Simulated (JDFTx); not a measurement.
# KI (Fm-3m) in JDFTx: equation of state, part 2 of 2

JDFTx 1.7.0 (patched build). Earlier steps stand in the parts before.

### Step 4. Equation of state, PBE, 43.21 Å³/atom (volume scaled by 0.98)

Contents of KI.in:

```
lattice \
    0.0000000000     6.6311706438     6.6311706438 \
    6.6311706438     0.0000000000     6.6311706438 \
    6.6311706438     6.6311706438     0.0000000000
coords-type Lattice
ion I      0.5000000000     0.5000000000     0.5000000000 1
ion K      0.0000000000     0.0000000000     0.0000000000 1

ion-species pseudo/I.upf
ion-species pseudo/K.upf
elec-cutoff 37 296
elec-ex-corr gga-PBE
kpoint-folding 7 7 7
elec-smearing Fermi 0.0018374661
elec-n-bands 14
electronic-SCF nIterations 100 energyDiffThreshold 1e-09
electronic-minimize nIterations 30 energyDiffThreshold 1e-7
forces-output-coords Cartesian

dump-name run.$VAR
dump End Ecomponents EigStats BandEigs Kpoints Forces Stress
```

Potentials or basis: PseudoDojo-SR-PBE-0.5-standard with smoothed tails.

The run is started by

```sh
> jdftx -c 1 -i KI.in -o KI.out
```

What it wrote:

```text
*************** JDFTx 1.7.0 (patched build) ***************

Input parsed successfully to the following command list (including defaults):
[... the input with its defaults ...]

---------- Setting up symmetries ----------

Found 48 point-group symmetries of the bravais lattice
Found 48 space-group symmetries with basis
Applied RMS atom displacement 0 bohrs to make symmetries exact.

---------- Initializing the Grid ----------
R =
[            0      6.63117      6.63117  ]
[      6.63117            0      6.63117  ]
[      6.63117      6.63117            0  ]
unit cell volume = 583.177
G =
[  -0.473761   0.473761   0.473761  ]
[   0.473761  -0.473761   0.473761  ]
[   0.473761   0.473761  -0.473761  ]
Minimum fftbox size, Smin = [  76  76  76  ]
Chosen fftbox size, S = [  80  80  80  ]

---------- Initializing tighter grid for wavefunction operations ----------
R =
[            0      6.63117      6.63117  ]
[      6.63117            0      6.63117  ]
[      6.63117      6.63117            0  ]
unit cell volume = 583.177
G =
[  -0.473761   0.473761   0.473761  ]
[   0.473761  -0.473761   0.473761  ]
[   0.473761   0.473761  -0.473761  ]
Minimum fftbox size, Smin = [  52  52  52  ]
Chosen fftbox size, S = [  54  54  54  ]

---------- Exchange Correlation functional ----------
Initalized PBE GGA exchange.
Initalized PBE GGA correlation.

---------- Setting up pseudopotentials ----------
Width of ionic core gaussian charges (only for fluid interactions / plotting) set to 0

Reading pseudopotential file 'pseudo/I.upf':
  'I' pseudopotential, 'PBE' functional
  Generated using ONCVPSP code by D. R. Hamann
  7 valence electrons, 2 orbitals, 8 projectors, 1001 radial grid points, with lMax = 3
    5S    l: 0   occupation:  2.0   eigenvalue: -0.639713
    5P    l: 1   occupation:  5.0   eigenvalue: -0.260404
  Core radius for overlap checks: 2.22 bohrs.

Reading pseudopotential file 'pseudo/K.upf':
  'K' pseudopotential, 'PBE' functional
  Generated using ONCVPSP code by D. R. Hamann
  9 valence electrons, 3 orbitals, 6 projectors, 1001 radial grid points, with lMax = 2
    3S    l: 0   occupation:  2.0   eigenvalue: -1.298836
    3P    l: 1   occupation:  6.0   eigenvalue: -0.691386
    4S    l: 0   occupation:  1.0   eigenvalue: -0.085223
  WARNING: large normalization error in atomic orbital 2s (integral: 0.980832).
  Core radius for overlap checks: 1.56 bohrs.

Initialized 2 species with 2 total atoms.

Folded 1 k-points by 7x7x7 to 343 k-points.

---------- Setting up k-points, bands, fillings ----------
Reduced to 20 k-points under symmetry.
Computing the number of bands and number of electrons
Calculating initial fillings.
nElectrons:  16.000000   nBands: 14   nStates: 20

----- Setting up reduced wavefunction bases (one per k-point) -----
average nbasis = 6269.606 , ideal nbasis = 6268.984

---------- Setting up ewald sum ----------
Optimum gaussian width for ewald sums = 3.011763 bohr.
Real space sum over 1331 unit cells with max indices [  5  5  5  ]
Reciprocal space sum over 2197 terms with max indices [  6  6  6  ]

---------- Allocating electronic variables ----------
Initializing wave functions:  linear combination of atomic orbitals
Note: number of bands (14) exceeds available atomic orbitals (9)
I pseudo-atom occupations:   s ( 2 )  p ( 5 )
K pseudo-atom occupations:   s ( 2 1 )  p ( 6 )
	FillingsUpdate:  mu: +0.180236898  nElectrons: 16.000000
LCAOMinimize: Iter:   0  F: -40.0996586158488313  |grad|_K:  1.669e-03  alpha:  1.000e+00
	FillingsUpdate:  mu: +0.175905271  nElectrons: 16.000000
LCAOMinimize: Iter:   1  F: -40.1041247337009210  |grad|_K:  5.251e-05  alpha:  7.895e-01  linmin:  1.777e-01  cgtest: -8.386e-01
	FillingsUpdate:  mu: +0.175888483  nElectrons: 16.000000
[... 6 lines of inner loops ...]
	FillingsUpdate:  mu: +0.176007735  nElectrons: 16.000000
LCAOMinimize: Iter:   5  F: -40.1041288891002594  |grad|_K:  9.544e-09  alpha:  4.897e-01  linmin: -1.453e-01  cgtest:  9.852e-01
LCAOMinimize: Encountered beta<0, resetting CG.
LCAOMinimize: Converged (|Delta F|<1.000000e-06 for 2 iters).

-------- Electronic minimization -----------
Will mix electronic density at each iteration.
	FillingsUpdate:  mu: +0.176007735  nElectrons: 16.000000
	FillingsUpdate:  mu: +0.155992142  nElectrons: 16.000000
SCF: Cycle:  0   F: -40.120044551098218   dF: -1.592e-02   |Residual|: 5.930e-02   |deigs|: 1.570e-01
	FillingsUpdate:  mu: +0.154475670  nElectrons: 16.000000
SCF: Cycle:  1   F: -40.126839485651452   dF: -6.795e-03   |Residual|: 2.532e-02   |deigs|: 1.781e-02
	FillingsUpdate:  mu: +0.100000000  nElectrons: 16.000000
SCF: Cycle:  2   F: -40.128753107934799   dF: -1.914e-03   |Residual|: 5.193e-03   |deigs|: 8.202e-03
	FillingsUpdate:  mu: +0.100000000  nElectrons: 16.000000
SCF: Cycle:  3   F: -40.128867966985901   dF: -1.149e-04   |Residual|: 1.183e-03   |deigs|: 2.310e-03
	FillingsUpdate:  mu: +0.100000000  nElectrons: 16.000000
SCF: Cycle:  4   F: -40.128898084232105   dF: -3.012e-05   |Residual|: 5.645e-04   |deigs|: 1.169e-03
	FillingsUpdate:  mu: +0.100000000  nElectrons: 16.000000
SCF: Cycle:  5   F: -40.128906580412192   dF: -8.496e-06   |Residual|: 1.800e-04   |deigs|: 6.074e-04
	FillingsUpdate:  mu: +0.100000000  nElectrons: 16.000000
SCF: Cycle:  6   F: -40.128908750084079   dF: -2.170e-06   |Residual|: 7.916e-05   |deigs|: 2.868e-04
	FillingsUpdate:  mu: +0.100000000  nElectrons: 16.000000
SCF: Cycle:  7   F: -40.128910551528548   dF: -1.801e-06   |Residual|: 8.132e-05   |deigs|: 4.335e-04
	FillingsUpdate:  mu: +0.100000000  nElectrons: 16.000000
SCF: Cycle:  8   F: -40.128911102142432   dF: -5.506e-07   |Residual|: 1.625e-05   |deigs|: 3.316e-04
	FillingsUpdate:  mu: +0.100000000  nElectrons: 16.000000
SCF: Cycle:  9   F: -40.128911516706630   dF: -4.146e-07   |Residual|: 1.236e-05   |deigs|: 3.028e-04
	FillingsUpdate:  mu: +0.100000000  nElectrons: 16.000000
SCF: Cycle: 10   F: -40.128911647709756   dF: -1.310e-07   |Residual|: 9.693e-06   |deigs|: 2.131e-04
	FillingsUpdate:  mu: +0.100000000  nElectrons: 16.000000
SCF: Cycle: 11   F: -40.128911743538538   dF: -9.583e-08   |Residual|: 4.509e-06   |deigs|: 2.428e-04
	FillingsUpdate:  mu: +0.100000000  nElectrons: 16.000000
SCF: Cycle: 12   F: -40.128911778061372   dF: -3.452e-08   |Residual|: 2.606e-06   |deigs|: 1.987e-04
	FillingsUpdate:  mu: +0.100000000  nElectrons: 16.000000
SCF: Cycle: 13   F: -40.128911800391606   dF: -2.233e-08   |Residual|: 2.850e-06   |deigs|: 3.262e-04
	FillingsUpdate:  mu: +0.100000000  nElectrons: 16.000000
SCF: Cycle: 14   F: -40.128911808716197   dF: -8.325e-09   |Residual|: 5.925e-07   |deigs|: 1.249e-04
	FillingsUpdate:  mu: +0.100000000  nElectrons: 16.000000
SCF: Cycle: 15   F: -40.128911814960169   dF: -6.244e-09   |Residual|: 1.160e-06   |deigs|: 1.495e-04
	FillingsUpdate:  mu: +0.100000000  nElectrons: 16.000000
SCF: Cycle: 16   F: -40.128911817366664   dF: -2.406e-09   |Residual|: 1.098e-06   |deigs|: 6.273e-05
	FillingsUpdate:  mu: +0.100000000  nElectrons: 16.000000
SCF: Cycle: 17   F: -40.128911819076272   dF: -1.710e-09   |Residual|: 1.495e-06   |deigs|: 9.378e-05
	FillingsUpdate:  mu: +0.100000000  nElectrons: 16.000000
SCF: Cycle: 18   F: -40.128911819786467   dF: -7.102e-10   |Residual|: 2.512e-06   |deigs|: 4.184e-05
	FillingsUpdate:  mu: +0.100000000  nElectrons: 16.000000
SCF: Cycle: 19   F: -40.128911820291393   dF: -5.049e-10   |Residual|: 3.100e-06   |deigs|: 6.391e-05
SCF: Converged (|Delta E|<1.000000e-09 for 2 iters).

Setting wave functions to eigenvectors of Hamiltonian

# Stress tensor in Cartesian coordinates [Eh/a0^3]:
[ -2.90922e-05            0            0  ]
[            0 -2.90922e-05            0  ]
[            0            0 -2.90922e-05  ]

# Ionic positions in lattice coordinates:
ion I   0.500000000000000   0.500000000000000   0.500000000000000 1
ion K   0.000000000000000   0.000000000000000   0.000000000000000 1

# Forces in Cartesian coordinates:
force I   0.000000000000000  -0.000000000000000  -0.000000000000000 1
force K  -0.000000000000000  -0.000000000000000  -0.000000000000000 1

# Energy components:
   Eewald =      -27.6473963843481982
       EH =        9.4665642349644692
     Eloc =      -34.1449584561643178
      Enl =        6.1582738880334134
      Exc =      -10.4155198140117005
 Exc_core =        2.9740955814465675
       KE =       13.4800291297885000
-------------------------------------
     Etot =      -40.1289118202912718
       TS =        0.0000000000001210
-------------------------------------
        F =      -40.1289118202913926

IonicMinimize: Iter:   0  F: -40.128911820291393  |grad|_K:        nan
IonicMinimize: None of the convergence criteria satisfied after 0 iterations.

#--- Lowdin population analysis ---
# oxidation-state I -0.616
# oxidation-state K +0.665

Dumping 'run.eigStats' ...
	eMin: -0.990089 at state 0 ( [ +0.000000 +0.000000 +0.000000 ] spin 0 )
	HOMO: +0.055989 at state 0 ( [ +0.000000 +0.000000 +0.000000 ] spin 0 )
	mu  : +0.100000
	LUMO: +0.203264 at state 0 ( [ +0.000000 +0.000000 +0.000000 ] spin 0 )
	eMax: +0.413170 at state 15 ( [ +0.000000 +0.428571 -0.428571 ] spin 0 )
	HOMO-LUMO gap: +0.147275
	Optical gap  : +0.147275 at state 0 ( [ +0.000000 +0.000000 +0.000000 ] spin 0 )
Done!
[note: mu as printed may lie anywhere between the filled and the empty levels]
```

Wall time 2.7 min (1 thread of Arm Neoverse V1, shared host); peak memory 0.24 GiB.

Results:

```
Free energy            : -1091.9633 eV
Pressure               : 0.9 GPa
Band gap on the k mesh : 4.01 eV, direct
Loewdin charges        : I -0.62; K +0.67 e
```

Caveat: spin-orbit coupling is left out, which moves the levels of the heavy elements; an odd mesh through Γ misses points on the zone boundary, where band edges often lie.

### Step 5. Equation of state, PBE, 44.09 Å³/atom

KI.in: that of step 4 with these lines changed.

```diff
@@ -1,5 +1,5 @@
 lattice \
-    0.0000000000     6.6311706438     6.6311706438 \
-    6.6311706438     0.0000000000     6.6311706438 \
-    6.6311706438     6.6311706438     0.0000000000
+    0.0000000000     6.6759772099     6.6759772099 \
+    6.6759772099     0.0000000000     6.6759772099 \
+    6.6759772099     6.6759772099     0.0000000000
 coords-type Lattice
```

The run is started by

```sh
> jdftx -c 1 -i KI.in -o KI.out
```

Run time: 3.1 min. Hardware: 1 thread of Arm Neoverse V1, shared host; peak memory 0.24 GiB.

It converged, with:

```yaml
Free_energy: -1091.9712 eV
Pressure: 0.6 GPa
Band_gap_on_the_k_mesh: 3.96 eV, direct
Loewdin_charges: I -0.62; K +0.67 e
```

Caveat: spin-orbit coupling is left out, which moves the levels of the heavy elements; an odd mesh through Γ misses points on the zone boundary, where band edges often lie.

### Step 6. Equation of state, PBE, 44.97 Å³/atom (volume scaled by 1.02)

KI.in: that of step 5 with these lines changed.

```diff
@@ -1,5 +1,5 @@
 lattice \
-    0.0000000000     6.6759772099     6.6759772099 \
-    6.6759772099     0.0000000000     6.6759772099 \
-    6.6759772099     6.6759772099     0.0000000000
+    0.0000000000     6.7201902681     6.7201902681 \
+    6.7201902681     0.0000000000     6.7201902681 \
+    6.7201902681     6.7201902681     0.0000000000
 coords-type Lattice
```

Potentials or basis: PseudoDojo-SR-PBE-0.5-standard with smoothed tails.

The run is started by

```sh
> jdftx -c 1 -i KI.in -o KI.out
```

Run time: 3 min. Hardware: 1 thread of Arm Neoverse V1, shared host; peak memory 0.23 GiB.

The run converged. Its results:

```
Free energy            : -1091.9762 eV
Pressure               : 0.3 GPa
Band gap on the k mesh : 3.91 eV, direct
Loewdin charges        : I -0.62; K +0.67 e
```

Caveat: spin-orbit coupling is left out, which moves the levels of the heavy elements; an odd mesh through Γ misses points on the zone boundary, where band edges often lie.

### Step 7. Equation of state, PBE, 45.85 Å³/atom (volume scaled by 1.04)

KI.in: that of step 6 with these lines changed.

```diff
@@ -1,5 +1,5 @@
 lattice \
-    0.0000000000     6.7201902681     6.7201902681 \
-    6.7201902681     0.0000000000     6.7201902681 \
-    6.7201902681     6.7201902681     0.0000000000
+    0.0000000000     6.7638290899     6.7638290899 \
+    6.7638290899     0.0000000000     6.7638290899 \
+    6.7638290899     6.7638290899     0.0000000000
 coords-type Lattice
```

The run is started by

```sh
> jdftx -c 1 -i KI.in -o KI.out
```

It took 3.1 min on 1 thread of Arm Neoverse V1, shared host; peak memory 0.25 GiB.

Results (log left out):

```yaml
Free_energy: -1091.9785 eV
Pressure: 0.1 GPa
Band_gap_on_the_k_mesh: 3.87 eV, direct
Loewdin_charges: I -0.62; K +0.67 e
```

Caveat: spin-orbit coupling is left out, which moves the levels of the heavy elements; an odd mesh through Γ misses points on the zone boundary, where band edges often lie.

### Step 8. Equation of state, PBE, 46.74 Å³/atom (volume scaled by 1.06)

KI.in: that of step 7 with these lines changed.

```diff
@@ -1,5 +1,5 @@
 lattice \
-    0.0000000000     6.7638290899     6.7638290899 \
-    6.7638290899     0.0000000000     6.7638290899 \
-    6.7638290899     6.7638290899     0.0000000000
+    0.0000000000     6.8069119654     6.8069119654 \
+    6.8069119654     0.0000000000     6.8069119654 \
+    6.8069119654     6.8069119654     0.0000000000
 coords-type Lattice
```

The run is started by

```sh
> jdftx -c 1 -i KI.in -o KI.out
```

Run time: 2.9 min. Hardware: 1 thread of Arm Neoverse V1, shared host; peak memory 0.24 GiB.

Results (log left out):

```
Free energy            : -1091.9785 eV
Pressure               : -0.1 GPa
Band gap on the k mesh : 3.83 eV, direct
Loewdin charges        : I -0.63; K +0.67 e
```

Caveat: spin-orbit coupling is left out, which moves the levels of the heavy elements; an odd mesh through Γ misses points on the zone boundary, where band edges often lie.

### Step 9. Equation of state, PBE

Potentials or basis: PseudoDojo-SR-PBE-0.5-standard with smoothed tails.

This step only gathers the single runs of the series.

What came out:

* Equilibrium volume: 46.29 Å³/atom
* Bulk modulus: 10.6 GPa
* Pressure derivative of the bulk modulus: 4.8

Energy against volume, from the lowest point:
```csv
volume (Å³/atom),energy (meV/atom)
41.445,20.58
42.327,13.17
43.209,7.59
44.091,3.65
44.973,1.17
45.854,0.00
46.736,0.00
```

Spin-orbit coupling is left out, which matters for the levels of I. PBE usually gives volumes a little too large and moduli too small.
